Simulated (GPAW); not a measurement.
Runs of GPAW 26.7.0 on BN. The typed cell holds 2 atoms: a = 2.508 Å, b = 2.508 Å, c = 3.274 Å, α = 101.11°, β = 101.11°, γ = 119.81°. The cell comes from a database or a generator and needn't be the stable form of this composition.

| task | level | potentials or basis | smearing | response ecut | maxiter | response k mesh | response bands | kernels | gap on the mesh (eV) |
| --- | --- | --- | --- | --- | --- | --- | --- | --- | --- |
| dielectric tensor | AM05 | PAW data sets generated in the run's folder for this functional, pw | fermi-dirac 0.001 eV | 80 eV | 150 | 12 × 12 × 8 | 24 | ["RPA"] | 2.85 |
| dielectric tensor | PBEsol | PAW data sets generated in the run's folder for this functional, pw | fermi-dirac 0.001 eV | 80 eV | 150 | 12 × 12 × 8 | 24 | ["RPA"] | (a) |
| single point | PBE | GPAW PAW data sets (gpaw-data 1.2.1), pw | fermi-dirac 0.05 eV | - | 120 | - | - | - | 2.92 |
| dielectric tensor | LDA | the program's PAW data sets (release 1.2.1) made for this functional, pw | fermi-dirac 0.001 eV | 80 eV | 150 | 12 × 12 × 8 | 24 | ["RPA"] | 2.72 |

Alike in all rows: no spin polarisation; cell as given; k mesh 10 × 10 × 7; cutoff (eV) 650.

Task: Estimate the missing entries.

Result: (a) 2.79.

Caveats: the long-wavelength limit can be off by a per cent or two (some runs); an odd mesh through Γ misses points on the zone boundary, where band edges often lie (some runs).
